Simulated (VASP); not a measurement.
Write the native input for VASP 6.6.1 that does the following.

* Task: single point
* Functional: PBE
* Potentials or basis: VASP PAW PBE potentials, release 64 (Cd, S)
* Cutoff: 520 eV
* k mesh: 8 × 8 × 8
* Occupations: fermi-dirac, width 0.05 eV
* Spin: no spin polarisation
* Further INCAR settings: ALGO = Normal; EDIFF = 1e-07; NBANDS = 16

The structure of CdS lies in POSCAR:

```
CdS
1.0
    0.0000000000      2.7532440000      2.7532440000
    2.7532440000      0.0000000000      2.7532440000
    2.7532440000      2.7532440000      0.0000000000
Cd S
1 1
Direct
    0.0000000000      0.0000000000      0.0000000000
    0.5000000000      0.5000000000      0.5000000000
```

Measurements of this composition are mostly on another form, of space group No. 186.

The input as run:

INCAR

```
SYSTEM = CdS
PREC = Accurate
ENCUT = 520
EDIFF = 1E-7
ISMEAR = -1
SIGMA = 0.05
LREAL = .False.
LASPH = .True.
NELM = 80
ALGO = Normal
ISIF = 2
LWAVE = .False.
LCHARG = .False.
GGA = PE
NBANDS = 16
```

KPOINTS

```
regular mesh
0
Gamma
  8 8 8
  0 0 0
```

Potentials or basis: VASP PAW PBE potentials, release 64 (Cd, S).

Launch:

```bash
$ cat potpaw_PBE.64/Cd/POTCAR potpaw_PBE.64/S/POTCAR > POTCAR
$ mpirun -np 1 vasp_std > vasp.out
```

It gave:

| Item | Value |
| --- | --- |
| Pressure | -0.1 GPa |
| Band gap on the k mesh | 0.26 eV, indirect (least direct gap 1.53 eV) |

It took 14 s on 1 thread of Intel(R) Xeon(R) Platinum 8488C (Sapphire Rapids) (shared host), peak memory 0.16 GiB.
